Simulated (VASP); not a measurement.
# Pb (Im-3m) in VASP: notebook

The runs below take Pb through single point, with HSE06, PBE.

Program: VASP 6.6.1. These are calculated values, not measurements. Logs are shortened: lines on timing, memory, paths and dates and some standing lists are left out, and cuts for length are marked.

**1. Starting point**

It takes space group Im-3m (No. 229, cubic). The conventional cell has a = 3.958 Å, b = 3.958 Å, c = 3.958 Å, α = 90.00°, β = 90.00°, γ = 90.00°. Around Pb (site symmetry m-3m) lie 8 Pb at 3.43 Å.

The cell was built by a generator and needn't be a form met in nature.

**2. Single point, HSE06**

POSCAR

```
Pb
1.0
   -1.9788974613      1.9788974613      1.9788974613
    1.9788974613     -1.9788974613      1.9788974613
    1.9788974613      1.9788974613     -1.9788974613
Pb
1
Direct
    0.0000000000      0.0000000000      0.0000000000
```

INCAR.step1

```
SYSTEM = Pb
PREC     = Accurate       ! precision mode
ENCUT    = 520            ! plane-wave cutoff, eV
EDIFF    = 1E-5           ! SCF threshold, eV
ISMEAR   = 0              ! smearing method
SIGMA    = 0.05           ! smearing width, eV
LREAL    = .False.        ! projectors in reciprocal space
LASPH    = .True.         ! aspherical terms in the spheres
NELM     = 100            ! most SCF steps
ALGO     = Normal         ! electronic algorithm
ISIF     = 2              ! what is computed and relaxed
LWAVE    = .True.         ! write WAVECAR
LCHARG   = .False.        ! write CHGCAR
NBANDS   = 13             ! bands
GGA      = PE             ! functional
```

INCAR.step2

```
SYSTEM = Pb
PREC     = Accurate       ! precision mode
ENCUT    = 520            ! plane-wave cutoff, eV
EDIFF    = 1E-6           ! SCF threshold, eV
ISMEAR   = 0              ! smearing method
SIGMA    = 0.05           ! smearing width, eV
LREAL    = .False.        ! projectors in reciprocal space
LASPH    = .True.         ! aspherical terms in the spheres
NELM     = 100            ! most SCF steps
ALGO     = Normal         ! electronic algorithm
ISIF     = 2              ! what is computed and relaxed
LWAVE    = .False.        ! write WAVECAR
LCHARG   = .False.        ! write CHGCAR
GGA      = PE             ! functional
LHFCALC  = .True.         ! exact exchange
HFSCREEN = 0.2079         ! screening, 1/A
PRECFOCK = Normal       
NBANDS   = 13             ! bands
ISTART   = 1
```

KPOINTS

```
regular mesh
0
Gamma
  8 8 8
  0 0 0
```

Potentials or basis: VASP PAW PBE potentials, release 64 (Pb_d).

On the command line:

```sh
$ cat potpaw_PBE.64/Pb_d/POTCAR > POTCAR
$ cp INCAR.step1 INCAR
$ mpirun -np 1 vasp_std > vasp.out
$ cp INCAR.step2 INCAR
$ mpirun -np 1 vasp_std > vasp.out
```

OUTCAR:

```text
SYSTEM = Pb
   PREC = Accurate
   ENCUT = 520
   EDIFF = 1E-6
   ISMEAR = 0
   LREAL = .False.
   LASPH = .True.
   NELM = 100
   ISIF = 2
   GGA = PE
   LHFCALC = .True.
   HFSCREEN = 0.2079
   PRECFOCK = Normal
   ISTART = 1

 ion  position               nearest neighbor table
   1  0.000  0.000  0.000-

  LATTYP: Found a body centered cubic cell.
 ALAT       =     3.9577949226

  Lattice vectors:

 A1 = (  -1.9788974613,   1.9788974613,   1.9788974613)
 A2 = (   1.9788974613,  -1.9788974613,   1.9788974613)
 A3 = (   1.9788974613,   1.9788974613,  -1.9788974613)

Analysis of symmetry for initial positions (statically):
=====================================================================
 Subroutine PRICEL returns:
 Original cell was already a primitive cell.

 Routine SETGRP: Setting up the symmetry group for a
 body centered cubic supercell.

 Subroutine GETGRP returns: Found 48 space group operations
 (whereof 48 operations were pure point group operations)
 out of a pool of 48 trial point group operations.

The static configuration has the point symmetry O_h .

Analysis of symmetry for dynamics (positions and initial velocities):
=====================================================================
 Subroutine PRICEL returns:
 Original cell was already a primitive cell.

 Routine SETGRP: Setting up the symmetry group for a
 body centered cubic supercell.

 Subroutine GETGRP returns: Found 48 space group operations
 (whereof 48 operations were pure point group operations)
 out of a pool of 48 trial point group operations.

The dynamic configuration has the point symmetry O_h .

 Subroutine INISYM returns: Found 48 space group operations
 (whereof 48 operations are pure point group operations),
 and found     1 'primitive' translations

----------------------------------------------------------------------------------------

                                     Primitive cell

  volume of cell :      30.9977

  direct lattice vectors                    reciprocal lattice vectors
    -1.978897461  1.978897461  1.978897461     0.000000000  0.252665946  0.252665946
     1.978897461 -1.978897461  1.978897461     0.252665946  0.000000000  0.252665946
     1.978897461  1.978897461 -1.978897461     0.252665946  0.252665946  0.000000000

  length of vectors
     3.427550946  3.427550946  3.427550946     0.357323608  0.357323608  0.357323608

  position of ions in fractional coordinates (direct lattice)
     0.000000000  0.000000000  0.000000000

  ion indices of the primitive-cell ions
   primitive index   ion index
                 1           1

----------------------------------------------------------------------------------------

 KPOINTS: regular mesh

Automatic generation of k-mesh.
 Grid dimensions read from file:
 generate k-points for:    8    8    8

 Generating k-lattice:

  Cartesian coordinates                     Fractional coordinates (reciprocal lattice)
     0.000000000  0.031583243  0.031583243     0.125000000  0.000000000  0.000000000
     0.031583243  0.000000000  0.031583243     0.000000000  0.125000000  0.000000000
     0.031583243  0.031583243  0.000000000     0.000000000  0.000000000  0.125000000

  Length of vectors
     0.044665451  0.044665451  0.044665451

  Shift w.r.t. Gamma in fractional coordinates (k-lattice)
     0.000000000  0.000000000  0.000000000

 Subroutine IBZKPT returns following result:
 ===========================================

 Found     29 irreducible k-points:

 Following reciprocal coordinates:
            Coordinates               Weight
  0.000000  0.000000  0.000000      1.000000
  0.125000  0.000000  0.000000     12.000000
  0.250000  0.000000  0.000000     12.000000
  0.375000  0.000000  0.000000     12.000000
  0.500000  0.000000  0.000000      6.000000
  0.125000  0.125000  0.000000     24.000000
[... 16 lines left out ...]
 -0.250000  0.250000  0.250000      6.000000
 -0.375000  0.375000  0.250000     24.000000
 [... further k-points ...]
   k-points           NKPTS =     29   k-points in BZ     NKDIM =    512   number of bands    NBANDS=     13
   number of dos      NEDOS =    301   number of ions     NIONS =      1
   total plane-waves  NPLWV =  21952
   dimension x,y,z NGX =    28 NGY =   28 NGZ =   28
   dimension x,y,z NGXF=    56 NGYF=   56 NGZF=   56
   ions per type =               1
   NGX,Y,Z   is equivalent  to a cutoff of  13.58, 13.58, 13.58 a.u.
   NGXF,Y,Z  is equivalent  to a cutoff of  27.16, 27.16, 27.16 a.u.
 SYSTEM =  Pb
   PREC   = accura    normal or accurate (medium, high low for compatibility)
   ISTART =      1    job   : 0-new  1-cont  2-samecut
   ICHARG =      0    charge: 1-file 2-atom 10-const
   ISPIN  =      1    spin polarized calculation?
   LNONCOLLINEAR =      F non collinear calculations
   LSORBIT =      F    spin-orbit coupling
   LASPH  =      T    aspherical Exc in radial PAW
   ENCUT  =  520.0 eV  38.22 Ry    6.18 a.u.   6.37  6.37  6.37*2*pi/ulx,y,z
   NELM   =    100;   NELMIN=  2; NELMDL=  0     # of ELM steps
   EDIFF  = 0.1E-05   stopping-criterion for ELM
   LREAL  =      F    real-space projection
   EDIFFG = 0.1E-04   stopping-criterion for IOM
   NSW    =      0    number of steps for IOM
   IBRION =     -1    ionic relax: 0-MD 1-quasi-New 2-CG
   NFREE  =      0    steps in history (QN), initial steepest desc. (CG)
   ISIF   =      2    stress and relaxation
   ISYM   =      3    0-nonsym 1-usesym 2-fastsym
   POTIM  = 0.5000    time-step for ionic-motion
   TEBEG  =    0.0;   TEEND  =   0.0 temperature during run
   PSTRESS=    0.0 pullay stress
   NELECT =      14.0000    total number of electrons
   NUPDOWN=      -1.0000    fix difference up-down
   EMIN   =  10.00;   EMAX   =-10.00  energy-range for DOS
   EFERMI =   0.00;   METHOD = LEGACY
   ISMEAR =     0;   SIGMA  =   0.05  broadening in eV -4-tet -1-fermi 0-gaus
   EFERMI_NEDOS =   21; number of points for ismear=-14 and -15
   IALGO  =     38    algorithm
   IMIX   =      1    mixing-type and parameters
     AMIX     =   0.40;   BMIX     =  1.00
     AMIX_MAG =   1.60;   BMIX_MAG =  1.00
  volume/ion in A,a.u.               =      31.00       209.18
  Fermi-wavevector in a.u.,A,eV,Ry     =   1.256052  2.373594 21.465451  1.577666
  Thomas-Fermi vector in A             =   2.389779
   LORBIT       =      0    0 simple, 1 ext, 2 COOP (PROOUT), +10 PAW based schemes
   GGA     = PE    functional components
   LHFCALC =     T    Hartree Fock is set to
   PRECFOCK=normal    Normal, Fast or Accurate (Low or Medium for compatibility)
   ENCUT4O =  -1.0   cutoff for four orbital integrals eV
   NKREDX  =     1    reduce k-point grid by
   NKREDY  =     1    reduce k-point grid by
   NKREDZ  =     1    reduce k-point grid by
   AEXX    =    0.2500 exact exchange contribution
   HFSCREEN=    0.2079 screening length (either q_TF or 0.3 A-1)
   HFSCREENC=   0.2079 screening length for correlation (either q_TF or 0.3 A-1)
   ENCUTFOCK=  -1.0 apply spherical cutoff to Coloumb kernel
   IVDW    =     0    specifies the selected vdW correction
   LEPSILON=     F    determine dielectric tensor
   LRPA    =     F    only Hartree local field effects (RPA)
 non-spin polarized calculation
 Gauss-broadening in eV      SIGMA  =   0.05
  energy-cutoff  :      520.00
  volume of cell :       31.00
 maximum number of plane-waves:       887
 NGX is ok and might be reduce to    28
  NGX = 20; NGY = 20; NGZ = 20

 number of electron      14.0000002 magnetization

 Free energy of the ion-electron system (eV)
  ---------------------------------------------------
  ext. energy  EPLUGINS =         0.00000000
  ---------------------------------------------------
  free energy    TOTEN  =        -4.06132631 eV

  energy without entropy =       -4.06067963  energy(sigma->0) =       -4.06100297

 E-fermi :   7.0323     XC(G=0):  -8.3645

 val. band max:        7.0248912840   @ k =   0.5000   0.5000   0.3750
 cond. band min:       7.2175824989   @ k =   0.2500   0.2500   0.0000
 fundamental gap:      0.1926912149
 Fermi energy:         7.0323310363

 k-point     1 :       0.0000    0.0000    0.0000
  band No.  band energies     occupation
      1     -12.0835      2.00000
      2     -12.0835      2.00000
      3     -12.0835      2.00000
      4     -11.8475      2.00000
      5     -11.8475      2.00000
      6      -5.9675      2.00000
      7      15.1991      0.00000
      8      15.1991      0.00000
      9      15.1991      0.00000
     10      18.7923      0.00000
     11      18.7923      0.00000
     12      18.7923      0.00000
     13      19.3539      0.00000

 k-point     2 :       0.1250    0.0000    0.0000
  band No.  band energies     occupation
      1     -12.0958      2.00000
      2     -12.0695      2.00000
      3     -12.0300      2.00000
      4     -11.8606      2.00000
      5     -11.8489      2.00000
      6      -5.6188      2.00000
      7      12.3443      0.00000
      8      14.1772      0.00000
      9      14.7492      0.00000
     10      17.2710      0.00000
     11      18.0465      0.00000
     12      18.6289      0.00000
     13      20.6891      0.00000

 k-point     3 :       0.2500    0.0000    0.0000
  band No.  band energies     occupation
      1     -12.1255      2.00000
      2     -12.0537      2.00000
      3     -11.8980      2.00000
      4     -11.8795      2.00000
      5     -11.8522      2.00000
      6      -4.5763      2.00000
      7       8.1680      0.00000
      8      12.4939      0.00000
      9      13.7451      0.00000
     10      15.9257      0.00000
     11      17.1317      0.00000
     12      19.2924      0.00000
     13      21.3514      0.00000
[... 305 lines left out ...]
 k-point    23 :      -0.2500    0.2500    0.2500
  band No.  band energies     occupation
      1     -11.9897      2.00000
      2     -11.9464      2.00000
      3     -11.9464      2.00000
      4     -11.9110      2.00000
      5     -11.9098      2.00000
      6      -3.2276      2.00000
      7       8.1975      0.00000
      8       9.8167      0.00000
      9       9.8167      0.00000
     10      13.7468      0.00000
     11      20.9857      0.00000
     12      20.9857      0.00000
     13      21.3374      0.00000

 k-point    24 :      -0.3750    0.3750    0.2500
  band No.  band energies     occupation
      1     -12.0408      2.00000
      2     -11.9732      2.00000
      3     -11.9514      2.00000
      4     -11.8781      2.00000
      5     -11.7824      2.00000
      6      -1.6905      2.00000
      7       5.6743      2.00000
      8       8.6392      0.00000
      9       9.4038      0.00000
     10      13.8074      0.00000
     11      18.2805      0.00000
     12      20.7137      0.00000
     13      20.7586      0.00000

 [... further k-points ...]
[... 5 lines left out ...]
  --------------------------------------------------------------------------------------
  -------------------------------------------------------------------------------------
  Total       -0.0180007     -0.0180007     -0.0180007     -0.0000000      0.0000000      0.0000000
  in kB       -0.9303993     -0.9303993     -0.9303993     -0.0000000      0.0000000      0.0000000
  external PRESSURE =      -0.9303993 kB  Pullay stress =       0.0000000 kB

 VOLUME and BASIS-vectors are now :
 -----------------------------------------------------------------------------
  energy-cutoff  :      520.00
  volume of cell :       31.00
      direct lattice vectors                 reciprocal lattice vectors
    -1.978897461  1.978897461  1.978897461     0.000000000  0.252665946  0.252665946
     1.978897461 -1.978897461  1.978897461     0.252665946  0.000000000  0.252665946
     1.978897461  1.978897461 -1.978897461     0.252665946  0.252665946  0.000000000

 POSITION                                       TOTAL-FORCE (eV/Angst)
 -----------------------------------------------------------------------------------
      0.00000      0.00000      0.00000        -0.000000     -0.000000      0.000000
 -----------------------------------------------------------------------------------
    total drift:                                0.000000      0.000000      0.000000

  FREE ENERGIE OF THE ION-ELECTRON SYSTEM (eV)
  ---------------------------------------------------
  free  energy   TOTEN  =        -4.0613263105 eV

  energy  without entropy=       -4.0606796265  energy(sigma->0) =       -4.06100297
```

Run time: 34 min. Hardware: 1 thread of Intel Xeon 6975P-C (Granite Rapids), shared host; peak memory 0.28 GiB.

What came out:

| Property | Result |
| --- | --- |
| Free energy | -4.0613 eV |
| Pressure | -0.1 GPa |
| Band gap on the k mesh | none (metal or under the smearing width) |

Levels at points of the mesh, in eV from the Fermi level:
```tsv
k point	band 3	band 4	band 5	band 6	band 7	band 8	band 9	band 10	band 11	band 12
(0.00, 0.00, 0.00)	-19.12	-18.88	-18.88	-13.00	8.17	8.17	8.17	11.76	11.76	11.76
(0.50, 0.00, 0.00)	-18.89	-18.89	-18.74	-8.71	-4.57	3.77	5.58	7.90	9.34	14.69
(0.50, 0.50, 0.50)	-18.77	-18.77	-18.77	-5.66	-0.44	-0.44	-0.44	4.76	4.76	17.40
```

Caveat: the PAW data sets were made with another functional, which shifts forces and pressure a little.

**3. Single point, PBE**

This run uses another cell than the first one, of 30.32 Å³/atom, 0.978 times its volume.

INCAR

```
PREC = Accurate
ENCUT = 520
EDIFF = 1E-7
ISMEAR = 0
SIGMA = 0.05
LREAL = False
LASPH = True
NELM = 100
ALGO = Fast
ISIF = 2
LWAVE = False
LCHARG = False
GGA = PE
NBANDS = 13
```

KPOINTS

```
regular mesh
0
Gamma
  8 8 8
```

POSCAR

```
Pb
1.0
   -1.9644078570      1.9644078570      1.9644078570
    1.9644078570     -1.9644078570      1.9644078570
    1.9644078570      1.9644078570     -1.9644078570
Pb
1
Direct
    0.0000000000      0.0000000000      0.0000000000
```

Potentials or basis: VASP PAW PBE potentials, release 64 (Pb_d).

On the command line:

```sh
$ cat potpaw_PBE.64/Pb_d/POTCAR > POTCAR
$ mpirun -np 1 vasp_std > vasp.out
```

Run time: 7.1 s. Hardware: 1 thread of Intel Xeon 6975P-C (Granite Rapids), shared host; peak memory 0.15 GiB.

The run converged. Its results:

| Item | Value |
| --- | --- |
| Free energy | -3.5335 eV |
| Pressure | 2.4 GPa |
| Band gap on the k mesh | none (metal or under the smearing width) |

Levels at points of the mesh, in eV from the Fermi level:
| k point | band 4 | band 5 | band 6 | band 7 | band 8 | band 9 | band 10 | band 11 |
| --- | --- | --- | --- | --- | --- | --- | --- | --- |
| (0.00, 0.00, 0.00) | -16.92 | -16.92 | -11.79 | 7.62 | 7.62 | 7.62 | 11.08 | 11.08 |
| (0.50, 0.00, 0.00) | -16.92 | -16.77 | -7.91 | -4.08 | 3.44 | 5.13 | 7.54 | 8.93 |
| (0.50, 0.50, 0.50) | -16.80 | -16.80 | -5.18 | -0.40 | -0.40 | -0.40 | 4.55 | 4.55 |

**4. Single point, PBE**

This run uses another cell than the first one, of 30.82 Å³/atom, 0.994 times its volume.

INCAR

```
SYSTEM = Pb
PREC = Accurate
ENCUT = 520
EDIFF = 1E-7
ISMEAR = 0
SIGMA = 0.05
LREAL = .FALSE.
LASPH = .TRUE.
NELM = 100
ALGO = Normal
ISIF = 2
LWAVE = .FALSE.
LCHARG = .FALSE.
GGA = PE
NBANDS = 13
```

KPOINTS

```
Automatic mesh
0
G
  8 8 8
  0 0 0
```

POSCAR

```
Pb
1.0
   -1.9750378794      1.9750378794      1.9750378794
    1.9750378794     -1.9750378794      1.9750378794
    1.9750378794      1.9750378794     -1.9750378794
Pb
1
Direct
    0.0000000000      0.0000000000      0.0000000000
```

On the command line:

```sh
$ cat potpaw_PBE.64/Pb_d/POTCAR > POTCAR
$ mpirun -np 1 vasp_std > vasp.out
```

It took 5 s on 1 thread of Intel Xeon 6975P-C (Granite Rapids), shared host; peak memory 0.16 GiB.

The run converged. Its results:

```
Free energy            : -3.5398 eV
Pressure               : 1.6 GPa
Band gap on the k mesh : none (metal or under the smearing width)
```

Levels at points of the mesh, in eV from the Fermi level:
| k point | band 3 | band 4 | band 5 | band 6 | band 7 | band 8 | band 9 | band 10 | band 11 | band 12 |
| --- | --- | --- | --- | --- | --- | --- | --- | --- | --- | --- |
| (0.00, 0.00, 0.00) | -17.15 | -16.92 | -16.92 | -11.69 | 7.46 | 7.46 | 7.46 | 11.05 | 11.05 | 11.05 |
| (0.50, 0.00, 0.00) | -16.94 | -16.93 | -16.78 | -7.92 | -4.01 | 3.38 | 5.07 | 7.44 | 8.85 | 13.81 |
| (0.50, 0.50, 0.50) | -16.82 | -16.82 | -16.82 | -5.26 | -0.39 | -0.39 | -0.39 | 4.52 | 4.52 | 16.38 |

The run has no spin-orbit coupling, so splittings on Pb are missing.

**5. The runs side by side**

| level | cell | exchange at q = 0 | grid for exact exchange (PRECFOCK) | screening parameter | gap on the mesh (eV) | pressure (GPa) |
| --- | --- | --- | --- | --- | --- | --- |
| HSE06 | Im-3m, 31.0 Å³/atom | truncated | Normal | 0.2079 1/A | none | -0.1 |
| PBE | Im-3m, 30.32 Å³/atom | - | - | - | none | 2.4 |
| PBE | Im-3m, 30.82 Å³/atom | - | - | - | none | 1.6 |

Alike in all rows: task single point; potentials or basis VASP PAW PBE potentials, release 64 (Pb_d); no spin polarisation; k mesh 8 × 8 × 8; cutoff (eV) 520; smearing gaussian 0.05 eV.

Every run on the cell as given and a fine mesh finds a metal. The pressure there spans -0.1 GPa (HSE06) to 2.4 GPa (PBE); a positive pressure means that this level wants a larger cell, a negative one a smaller.

Caveats: the PAW data sets were made with another functional, which shifts forces and pressure a little (some runs).

Total energies depend on the potentials used, so only differences within one code and one set of settings carry meaning.
